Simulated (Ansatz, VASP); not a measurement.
# One calculation of TiPt3, two programs

```xyz
4
Lattice="3.8970 0.0000 0.0000 0.0000 3.8970 0.0000 0.0000 0.0000 3.8970" Properties=species:S:1:pos:R:3 pbc="T T T"
Pt    1.9485    1.9485    0.0000
Pt    1.9485    0.0000    1.9485
Pt    0.0000    1.9485    1.9485
Ti    0.0000    0.0000    0.0000
```

Alike in both runs: task single point; functional LDA; k mesh 7 × 7 × 7; occupations fermi-dirac, width 0.05 eV; no spin polarisation.

|  | VASP | Ansatz |
| --- | --- | --- |
| version | VASP 6.6.1 | Ansatz 0.2.0 |
| potentials or method | VASP PAW LDA potentials, release 64 (Pt, Ti_sv), cutoff 520 eV | all-electron LAPW, scalar-relativistic |

Ansatz gave:

```
gap on the k mesh at the Fermi level (eV) : none
pressure (GPa)                            : -5.0
```

Q: Estimate VASP's values.

A: gap on the k mesh at the Fermi level (eV): none; pressure (GPa): -4.3.

A gap of «none» marks a metal or a gap that the smearing closes. Ansatz ran all-electron here, so the differences hold the error of VASP's frozen core and of both bases.

The runs have no spin-orbit coupling, so splittings on Pt are missing.
